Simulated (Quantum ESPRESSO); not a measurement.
# AlN (P6_3mc) in Quantum ESPRESSO: notebook, part 2 of 2

Quantum ESPRESSO 7.5. The steps go on from the part before.

**3. Phonons, PBE**

pw.in reads:

```
&CONTROL
  calculation = 'scf'
  prefix = 'pwscf'
  outdir = './tmp'
  pseudo_dir = './pseudo'
  tprnfor = .true.
  tstress = .true.
  disk_io = 'low'
/
&SYSTEM
  ibrav = 0
  celldm(1) = 8
  nat = 4
  ntyp = 2
  ecutwfc = 91
  nbnd = 14
  occupations = 'smearing'
  smearing = 'fd'
  degauss = 0.00367493
/
&ELECTRONS
  conv_thr = 8d-10
  electron_maxstep = 120
  mixing_beta = 0.5
/
ATOMIC_SPECIES
Al    26.9815 Al.upf
N     14.0070 N.upf
CELL_PARAMETERS alat
  0.7353396782450   0.0000000000000   0.0000000000000
 -0.3676698391225   0.6368228417753   0.0000000000000
  0.0000000000000   0.0000000000000   1.1765907283451
ATOMIC_POSITIONS crystal
Al     0.6666666667    0.3333333333    0.5000000000
Al     0.3333333333    0.6666666667    0.0000000000
N      0.6666666667    0.3333333333    0.8800000000
N      0.3333333333    0.6666666667    0.3800000000
K_POINTS automatic
6 6 4 0 0 1
```

relax.in reads:

```
&CONTROL
  calculation = 'relax'
  prefix = 'pwscf'
  outdir = './tmp'
  pseudo_dir = './pseudo'
  tprnfor = .true.
  tstress = .true.
  disk_io = 'low'
  nstep = 40
  forc_conv_thr = 0.0001
  etot_conv_thr = 1d-06
/
&SYSTEM
  ibrav = 0
  celldm(1) = 8
  nat = 4
  ntyp = 2
  ecutwfc = 91
  nbnd = 14
  occupations = 'smearing'
  smearing = 'fd'
  degauss = 0.00367493
/
&ELECTRONS
  conv_thr = 8d-10
  electron_maxstep = 120
  mixing_beta = 0.5
/
&IONS
  ion_dynamics = 'bfgs'
/
ATOMIC_SPECIES
Al    26.9815 Al.upf
N     14.0070 N.upf
CELL_PARAMETERS alat
  0.7353396782476  -0.0000000000000   0.0000000000000
 -0.3676698391238   0.6368228417731   0.0000000000000
  0.0000000000000   0.0000000000000   1.1765907283451
ATOMIC_POSITIONS crystal
Al     0.6666666666    0.3333333332    0.5000000000
Al     0.3333333332    0.6666666666    0.0000000000
N      0.6666666666    0.3333333332    0.8800000000
N      0.3333333332    0.6666666666    0.3800000000
K_POINTS automatic
6 6 4 0 0 1
```

scf2.in reads:

```
&CONTROL
  calculation = 'scf'
  prefix = 'pwscf'
  outdir = './tmp'
  pseudo_dir = './pseudo'
  tprnfor = .true.
  tstress = .true.
  disk_io = 'low'
/
&SYSTEM
  ibrav = 0
  celldm(1) = 8
  nat = 4
  ntyp = 2
  ecutwfc = 91
  nbnd = 14
  occupations = 'fixed'
/
&ELECTRONS
  conv_thr = 1d-13
  electron_maxstep = 120
  mixing_beta = 0.5
  startingpot = 'file'
  startingwfc = 'file'
/
ATOMIC_SPECIES
Al    26.9815 Al.upf
N     14.0070 N.upf
CELL_PARAMETERS alat
  0.7353396782476  -0.0000000000000   0.0000000000000
 -0.3676698391238   0.6368228417731   0.0000000000000
  0.0000000000000   0.0000000000000   1.1765907283451
ATOMIC_POSITIONS crystal
Al     0.6666666665    0.3333333331    0.4990002279
Al     0.3333333331    0.6666666665   -0.0009997721
N      0.6666666665    0.3333333331    0.8809997721
N      0.3333333331    0.6666666665    0.3809997721
K_POINTS automatic
6 6 4 0 0 1
```

ph.in reads:

```
phonons of AlN
&INPUTPH
  prefix = 'pwscf'
  outdir = './tmp'
  tr2_ph = 1d-18
  fildyn = 'dyn'
  niter_ph = 90
  alpha_mix(1) = 0.7
  epsil = .true.
/
0.0000000000 0.0000000000 0.0000000000
```

dynmat.in reads:

```
&INPUT
  fildyn = 'dyn'
  asr = 'crystal'
  lperm = .true.
  filout = 'dynmat.disp'
  fileig = 'dynmat.eig'
/
```

dynmat_lo.in reads:

```
&INPUT
  fildyn = 'dyn'
  asr = 'crystal'
  filout = 'dynmat_lo.disp'
  fileig = 'dynmat_lo.eig'
  q(1) = 0
  q(2) = 0
  q(3) = 1
/
```

Potentials or basis: Ansatz NC SR PBE.

Launch:

```console
$ OMP_NUM_THREADS=1 mpirun -n 4 pw.x -nk 2 -in pw.in > pw.out
$ OMP_NUM_THREADS=1 mpirun -n 4 pw.x -nk 2 -in relax.in > relax.out
$ OMP_NUM_THREADS=1 mpirun -n 4 pw.x -nk 2 -in scf2.in > scf2.out
$ OMP_NUM_THREADS=1 mpirun -n 4 ph.x -nk 2 -in ph.in > ph.out
$ OMP_NUM_THREADS=1 mpirun -n 1 dynmat.x -in dynmat.in > dynmat.out
$ OMP_NUM_THREADS=1 mpirun -n 1 dynmat.x -in dynmat_lo.in > dynmat_lo.out
```

pw.out:

```text
[... set-up lines left out ...]
     Self-consistent Calculation

     iteration #  1     ecut=    91.00 Ry     beta= 0.50
     Davidson diagonalization with overlap
     ethr =  1.00E-02,  avg # of iterations =  3.9

     total energy              =     -67.92418590 Ry
     estimated scf accuracy    <       1.20745408 Ry

     iteration #  2     ecut=    91.00 Ry     beta= 0.50
     Davidson diagonalization with overlap
     ethr =  7.55E-03,  avg # of iterations =  2.0

     total energy              =     -68.26513163 Ry
     estimated scf accuracy    <       0.15685551 Ry

     iteration #  3     ecut=    91.00 Ry     beta= 0.50
     Davidson diagonalization with overlap
     ethr =  9.80E-04,  avg # of iterations =  1.6

     total energy              =     -68.28741189 Ry
     estimated scf accuracy    <       0.01000448 Ry

     iteration #  4     ecut=    91.00 Ry     beta= 0.50
     Davidson diagonalization with overlap
     ethr =  6.25E-05,  avg # of iterations =  4.4

     total energy              =     -68.28920688 Ry
     estimated scf accuracy    <       0.00432680 Ry

     iteration #  5     ecut=    91.00 Ry     beta= 0.50
     Davidson diagonalization with overlap
     ethr =  2.70E-05,  avg # of iterations =  2.1

     total energy              =     -68.28923201 Ry
     estimated scf accuracy    <       0.00054838 Ry

     iteration #  6     ecut=    91.00 Ry     beta= 0.50
     Davidson diagonalization with overlap
     ethr =  3.43E-06,  avg # of iterations =  4.2

     total energy              =     -68.28938793 Ry
     estimated scf accuracy    <       0.00001362 Ry

     iteration #  7     ecut=    91.00 Ry     beta= 0.50
     Davidson diagonalization with overlap
     ethr =  8.51E-08,  avg # of iterations =  1.9

     total energy              =     -68.28938041 Ry
     estimated scf accuracy    <       0.00002026 Ry

     iteration #  8     ecut=    91.00 Ry     beta= 0.50
     Davidson diagonalization with overlap
     ethr =  8.51E-08,  avg # of iterations =  2.0

     total energy              =     -68.28938232 Ry
     estimated scf accuracy    <       0.00000096 Ry

     iteration #  9     ecut=    91.00 Ry     beta= 0.50
     Davidson diagonalization with overlap
     ethr =  6.00E-09,  avg # of iterations =  2.1

     total energy              =     -68.28938244 Ry
     estimated scf accuracy    <       0.00000011 Ry

     iteration # 10     ecut=    91.00 Ry     beta= 0.50
     Davidson diagonalization with overlap
     ethr =  7.16E-10,  avg # of iterations =  2.0

     total energy              =     -68.28938246 Ry
     estimated scf accuracy    <          9.6E-09 Ry

     iteration # 11     ecut=    91.00 Ry     beta= 0.50
     Davidson diagonalization with overlap
     ethr =  5.98E-11,  avg # of iterations =  1.9

     total energy              =     -68.28938246 Ry
     estimated scf accuracy    <          5.9E-09 Ry

     iteration # 12     ecut=    91.00 Ry     beta= 0.50
     Davidson diagonalization with overlap
     ethr =  3.69E-11,  avg # of iterations =  2.0

     End of self-consistent calculation

          k = 0.0000 0.0000 0.1062 (  4115 PWs)   bands (ev):

    -8.0083  -6.0369   1.3315   6.2901   6.2901   6.7446   6.8933   6.8933
    11.6074  13.7873  17.6041  18.2302  18.2302  19.7174

          k = 0.0000 0.0000 0.3187 (  4126 PWs)   bands (ev):

    -7.5476  -6.7602   2.7688   4.8569   6.4601   6.4601   6.7099   6.7099
    12.9856  13.8479  17.2357  17.9987  18.3167  18.3168

          k = 0.0000 0.2617 0.1062 (  4114 PWs)   bands (ev):

    -7.6645  -5.8363   1.7069   4.8874   5.4872   5.9060   6.7978   6.8335
    12.7091  14.8434  16.1763  16.8893  19.0924  19.1615

          k = 0.0000 0.2617 0.3187 (  4133 PWs)   bands (ev):

    -7.2276  -6.4923   2.8454   4.3186   5.4506   6.1455   6.1997   6.5132
    13.4865  14.5433  16.0804  16.7865  18.5991  19.0876

          k = 0.0000 0.5234 0.1062 (  4144 PWs)   bands (ev):

    -6.7806  -5.4632   2.2862   3.1061   3.7458   5.3236   6.2889   6.5197
    13.0987  13.7713  15.4196  17.3341  18.5496  18.6210

          k = 0.0000 0.5234 0.3187 (  4126 PWs)   bands (ev):

    -6.4347  -5.8927   2.1551   2.7007   4.8441   5.6313   6.0832   6.1213
    12.7176  13.4568  16.2227  17.1095  18.4110  19.1353

          k = 0.0000-0.7851 0.1062 (  4142 PWs)   bands (ev):

    -6.0743  -5.4281   1.5797   2.7335   3.9957   5.0799   5.5447   6.3732
    12.6073  12.9551  15.7382  17.0689  18.1827  19.3707

          k = 0.0000-0.7851 0.3187 (  4140 PWs)   bands (ev):

    -5.8687  -5.5966   1.3863   1.8291   5.1888   5.4083   5.9369   6.0262
    12.0912  12.8403  16.1304  16.8490  18.4438  19.3112

          k = 0.2267 0.3926 0.1062 (  4127 PWs)   bands (ev):

    -7.0443  -5.5425   2.3351   3.6965   3.9269   5.3266   6.1665   6.5643
    13.8485  14.5124  15.7572  16.2726  18.1832  18.7500

          k = 0.2267 0.3926 0.3187 (  4123 PWs)   bands (ev):

    -6.6644  -6.0515   2.6151   3.2360   4.9885   5.2102   5.7955   6.3228
    13.6639  14.0975  16.3696  16.5387  18.3068  18.7295

          k = 0.2267 0.6543 0.1062 (  4147 PWs)   bands (ev):

    -6.1444  -5.3730   2.0788   2.9345   3.8836   4.3993   5.5188   5.8420
    12.8928  14.3028  15.7969  17.0128  17.9598  19.0250

          k = 0.2267 0.6543 0.3187 (  4140 PWs)   bands (ev):

    -5.9121  -5.5891   1.8635   2.2149   4.2053   4.8442   5.6151   6.3253
    13.0394  13.8144  16.0600  16.7264  17.9943  18.6236

          k = 0.4533 0.7851 0.1062 (  4155 PWs)   bands (ev):

    -5.5641  -5.5641   2.3754   3.0810   3.0810   4.5432   5.0454   5.0454
    12.3877  15.4427  16.4554  16.4554  18.7384  18.7384

          k = 0.4533 0.7851 0.3187 (  4149 PWs)   bands (ev):

    -5.5313  -5.5313   2.3817   2.3817   2.8686   3.7288   6.1234   6.1234
    13.7900  15.0506  15.1859  15.1859  18.9767  18.9767

     the Fermi energy is     9.4453 ev

!    total energy              =     -68.28938246 Ry
     estimated scf accuracy    <          7.2E-11 Ry
     smearing contrib. (-TS)   =       0.00000000 Ry
     internal energy E=F+TS    =     -68.28938246 Ry

     The total energy is F=E-TS. E is the sum of the following terms:
     one-electron contribution =      -1.93813979 Ry
     hartree contribution      =      11.45243883 Ry
     xc contribution           =     -34.31723322 Ry
     ewald contribution        =     -43.48644828 Ry

     convergence has been achieved in  12 iterations

     Forces acting on atoms (cartesian axes, Ry/au):

     atom    1 type  1   force =     0.00000000    0.00000000   -0.00506814
     atom    2 type  1   force =     0.00000000    0.00000000   -0.00506814
     atom    3 type  2   force =     0.00000000   -0.00000000    0.00506814
     atom    4 type  2   force =    -0.00000000    0.00000000    0.00506814

     Total force =     0.010136     Total SCF correction =     0.000001

     Computing stress (Cartesian axis) and pressure

          total   stress  (Ry/bohr**3)                   (kbar)     P=       36.06
   0.00020736  -0.00000000   0.00000000           30.50       -0.00        0.00
   0.00000000   0.00020736   0.00000000            0.00       30.50        0.00
   0.00000000   0.00000000   0.00032067            0.00        0.00       47.17

=------------------------------------------------------------------------------=
   JOB DONE.
=------------------------------------------------------------------------------=
```

Wall time 2 min (4 MPI ranks of Arm Neoverse V1, shared host); peak memory 0.28 GiB.

Results:

```
Free energy                                             : -929.1257 eV
Pressure after relaxing                                 : 3.6 GPa
Electronic dielectric tensor (diagonal)                 : 4.47, 4.47, 4.63
Born charges (mean of the diagonal)                     : Al +2.56; N -2.57 e
Highest phonon frequency at Γ, LO-TO splitting left out : 722 cm⁻¹
Static dielectric tensor (diagonal)                     : 8.06, 8.06, 9.48
```

Stress tensor (GPa, compression positive):
```
3.48 0.00 0.00
0.00 3.48 0.00
0.00 0.00 3.73
```

Step by step:
| step | energy change (eV) | largest force (eV/Å) | pressure (GPa) |
| --- | --- | --- | --- |
| 1 | 0.0000 | 0.1303 | 3.61 |
| 2 | -0.0010 | 0.0592 | 3.58 |
| 3 | -0.0013 | 0.0016 | 3.56 |
| 4 | -0.0013 | 0.0000 | 3.56 |

Final structure:
```yaml
crystal:
  lattice:
    - [3.11300, 0.00000, 0.00000]
    - [-1.55650, 2.69594, 0.00000]
    - [0.00000, 0.00000, 4.98100]
  atoms:
    - { symbol: Al, position: [0.66667, 0.33333, 0.49900] }
    - { symbol: Al, position: [0.33333, 0.66667, 0.99900] }
    - { symbol: N, position: [0.66667, 0.33333, 0.88100] }
    - { symbol: N, position: [0.33333, 0.66667, 0.38100] }
```

Phonon frequencies in cm⁻¹ (negative: imaginary):
| q point | frequencies |
| --- | --- |
| (0.000, 0.000, 0.000) | 7 7 11 237 237 544 612 659 659 669 669 722 |

Electronic dielectric tensor:
```
4.47 0.00 0.00
0.00 4.47 0.00
0.00 0.00 4.63
```

Born effective charge tensors (e):
atom 1, Al
```
2.50 0.00 0.00
0.00 2.50 0.00
0.00 0.00 2.67
```
atom 2, Al
```
2.50 0.00 0.00
0.00 2.50 0.00
0.00 0.00 2.67
```
atom 3, N
```
-2.52  0.00  0.00
 0.00 -2.52  0.00
 0.00  0.00 -2.67
```
atom 4, N
```
-2.52  0.00  0.00
 0.00 -2.52  0.00
 0.00  0.00 -2.67
```

Optical modes at Γ, degenerate ones joined, polar ones without the macroscopic field:
```tsv
cm⁻¹	components	symmetry	active in	IR intensity, summed ((D/Å)²/amu)
237	2	E2	Raman	0.00
544	1	B1	silent	0.00
612	1	A1	IR and Raman	35.63
659	2	E2	Raman	0.00
669	2	E1	IR and Raman	63.09
722	1	B1	silent	0.00
```

Zone-centre frequencies without and with the macroscopic field along z (cm⁻¹):
```
                      optical modes in rising order
       without  237 237 544 612 659 659 669 669 722
with the field  237 237 544 659 659 669 669 722 876
```

Static dielectric tensor, electrons and zone-centre modes:
```
8.06 0.00 0.00
0.00 8.06 0.00
0.00 0.00 9.48
```

Caveat: the cell is more than 3 GPa from zero pressure, which shifts response properties.
